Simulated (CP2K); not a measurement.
Runs of CP2K 2026.2 on SiO2. It takes space group Fddd (No. 70, orthorhombic). Conventional cell: a = 4.719 Å, b = 9.433 Å, c = 14.726 Å, α = 90.00°, β = 90.00°, γ = 90.00°. Si (site symmetry 2) has 4 O at 1.60 to 1.62 Å as nearest neighbours. O (site symmetry 2) is surrounded by 2 Si at 1.62 Å. O (site symmetry -1) has 2 Si at 1.60 Å as nearest neighbours. The cell comes from a database or a generator and needn't be the stable form of this composition.

| potentials or basis | quickstep method | MIXING ALPHA | ADDED_MOS | CUTOFF of the grids | gap on the mesh (eV) | pressure (GPa) | largest force (eV/Å) |
| --- | --- | --- | --- | --- | --- | --- | --- |
| GTH_POTENTIALS Si GTH-PBE-q4, O GTH-PBE-q6; DZVP-MOLOPT-SR-GTH basis | GPW | 0.4 | [30] | 700 Ry | 7.05 | 5.0 | (b) |
| GTH_POTENTIALS Si GTH-PBE-q4, O GTH-PBE-q6; TZVP-MOLOPT-GTH basis | GPW | 0.4 | [30] | 700 Ry | 6.08 | (c) | 0.30 |
| POTENTIAL_UZH Si GTH-PBE-q4, O GTH-PBE-q6; TZVP-MOLOPT-PBE-GTH basis | GPW | 0.4 | [30] | 700 Ry | 5.74 | 4.4 | 0.39 |
| all electrons (GAPW); pob-DZVP-rev2 basis | GAPW | 0.2 | [30] | 500 Ry | (d) | (a) | 1.03 |
| POTENTIAL_UZH Si GTH-PBE-q4, O GTH-PBE-q6; TZV2P-MOLOPT-PBE-GTH basis | GPW | 0.4 | [30] | 700 Ry | 5.76 | 3.3 | 0.21 |
| GTH_POTENTIALS Si GTH-PBE-q4, O GTH-PBE-q6; SZV-MOLOPT-SR-GTH basis | GPW | 0.4 | [16] | 700 Ry | 6.49 | 27.8 | 1.66 |
| POTENTIAL_UZH Si GTH-PBE-q4, O GTH-PBE-q6; DZVP-MOLOPT-PBE-GTH basis | GPW | 0.4 | [30] | 700 Ry | 6.44 | 4.9 | 0.44 |
| all electrons (GAPW); pob-TZVP-rev2 basis | GAPW | 0.2 | [30] | 500 Ry | 6.16 | 11.7 | 1.05 |

Alike in all rows: task atomic charges; level PBE; no spin polarisation; cell as given; k mesh 5 × 5 × 5; smearing fermi-dirac 0.05 eV.

Estimate the missing entries.

(a) 10.8; (b) 0.51; (c) 3.9; (d) 6.82.

Caveats: an odd mesh through Γ misses points on the zone boundary, where band edges often lie; the basis of atomic orbitals isn't converged, which shifts pressures, moduli and gaps; forces of over 1 eV/Å show positions far from the minimum, so gaps and moduli don't describe the material at rest (some runs); a minimal basis gives rough bond lengths, pressures and levels (some runs).

The runs don't all hold the same shells in valence.
